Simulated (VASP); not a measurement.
Write the native input for VASP 6.6.1 that does the following.

| Property | Result |
| --- | --- |
| Task | relaxation of cell and atoms |
| Functional | r2SCAN |
| Potentials or basis | VASP PAW PBE potentials, release 64 (Be, Te) |
| Cutoff | 600 eV |
| k mesh | 8 × 8 × 8 |
| Occupations | gaussian, width 0.05 eV |
| Spin | no spin polarisation |
| Further INCAR settings | ALGO = Normal; EDIFF = 1e-07; IBRION = 2; EDIFFG = -0.005; NSW = 40; ISIF = 3 |

The structure of BeTe lies in POSCAR:

```
BeTe
1.0
    1.7870000000     -4.7974500000      0.0000000000
    1.7870000000      4.7974500000      0.0000000000
    0.0000000000      0.0000000000      3.5691500000
Be Te
1 1
Direct
    0.5000000000      0.5000000000      0.5000000000
    0.0000000000      0.0000000000      0.0000000000
```

The cell was built by a generator and needn't be a form met in nature.

The input as run:

INCAR

```
SYSTEM = BeTe
PREC = Accurate ; ENCUT = 600
EDIFF = 1E-7 ; ISMEAR = 0
SIGMA = 0.05 ; LREAL = .False.
LASPH = .True. ; NELM = 100
ALGO = Normal ; ISIF = 3
LWAVE = .False. ; LCHARG = .False.
METAGGA = R2SCAN ; LMIXTAU = .True.
IBRION = 2 ; NSW = 40
EDIFFG = -0.005
```

KPOINTS

```
regular mesh
0
Gamma
  8 8 8
  0 0 0
```

Potentials or basis: VASP PAW PBE potentials, release 64 (Be, Te).

Command:

```bash
$ cat potpaw_PBE.64/Be/POTCAR potpaw_PBE.64/Te/POTCAR > POTCAR
$ mpirun -np 1 vasp_std > vasp.out
```

Results of the run:

| Property | Result |
| --- | --- |
| Relaxed volume | 27.56 Å³/atom |
| Relaxed cell | a = 4.675 Å, b = 4.675 Å, c = 3.568 Å, α = 90.00°, β = 90.00°, γ = 135.02° |
| Space group after relaxing (to 0.05 Å) | Cmmm (No. 65) |
| Energy gained by relaxing | 6.5 meV/atom |
| Ionic steps | 13 |
| Pressure after relaxing | 0.0 GPa |
| Band gap on the k mesh | none (metal or under the smearing width) |

Caveat: the PAW data sets were made with another functional, which shifts forces and pressure a little.

Wall time 45 min on 1 thread of AMD EPYC 7R13 Processor (Zen 3) (shared host), peak memory 0.27 GiB.
